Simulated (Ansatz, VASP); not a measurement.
**Two plane-wave programs on In**

```
CELL_PARAMETERS angstrom
3.05566 0.00000 0.00000
0.00000 3.05566 0.00000
0.00000 0.00000 3.05566
ATOMIC_POSITIONS crystal
In 0.00000 0.00000 0.00000
```

Change from the starting cell: volume scaled by 0.97, PAW files.

Alike in both runs: task electric field gradients; functional PBE; k mesh 12 × 12 × 12; occupations fermi-dirac, width 0.03 eV; no spin polarisation.

|  | VASP | Ansatz |
| --- | --- | --- |
| version | VASP 6.6.1 | Ansatz 0.2.0 |
| potentials or method | VASP PAW PBE potentials, release 64 (In_d) | PAW with Ansatz's default frozen-core files, scalar-relativistic |
| plane-wave cutoff (eV) | 520 | 420 |
| valence electrons in the cell | 13 | 13 |

```tsv
	VASP	Ansatz	Ansatz less VASP
pressure (GPa)	1.0	1.0	+0.02
Vzz of the field gradient on the site that differs most (V/Å²)	0.0	0.0	0.00
```

Ansatz warned: «gradients_without_spin_orbit».
